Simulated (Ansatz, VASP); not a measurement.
CaSe: VASP beside Ansatz

```
Se Ca
1.0
     0.00000    3.30000    3.30000
     3.30000    0.00000    3.30000
     3.30000    3.30000    0.00000
Se Ca
1 1
Direct
  0.25000 0.25000 0.25000
  0.00000 0.00000 0.00000
```

The cell comes from a database or a generator and needn't be the stable form of this composition.

Alike in both runs: task relaxation of cell and atoms; functional BLYP; dispersion D4; k mesh 7 × 7 × 7; occupations gaussian, width 0.05 eV; no spin polarisation.

```csv
,VASP,Ansatz
version,VASP 6.6.1,Ansatz 0.2.0
potentials or method,"VASP PAW PBE potentials, release 64 (Se, Ca_sv)",Ansatz PAW
plane-wave cutoff (eV),600,420
valence electrons in the cell,16,26
```

Ansatz gave:

```
gap on the k mesh at the Fermi level, each at its own relaxed structure (eV) : 3.36
relaxed volume (Å³/atom)                                                     : 34.54
relaxed cell length with the largest relative difference (Å)                 : 4.606
energy change over the relaxation (meV/atom)                                 : -6
```

Problem. Which values does VASP return?

Solution. gap on the k mesh at the Fermi level, each at its own relaxed structure (eV): 3.37; relaxed volume (Å³/atom): 34.68; relaxed cell length with the largest relative difference (Å): 4.612; energy change over the relaxation (meV/atom): -4.

The two sets of potentials don't hold the same shells in valence.

Caveats: the PAW data sets were made with another functional, which shifts forces and pressure a little (VASP); an odd mesh through Γ misses points on the zone boundary, where band edges often lie (VASP); odd divisions of the mesh miss points on the zone boundary, where band edges often lie, so the gap on the mesh can be too wide (Ansatz); the plane-wave basis is chosen anew once the cell has moved, so the energies of steps on either side of that aren't comparable (Ansatz); the PAW data sets come from PBE, with cores solved anew for the run's functional, which leaves a small shift of forces and pressure (Ansatz).
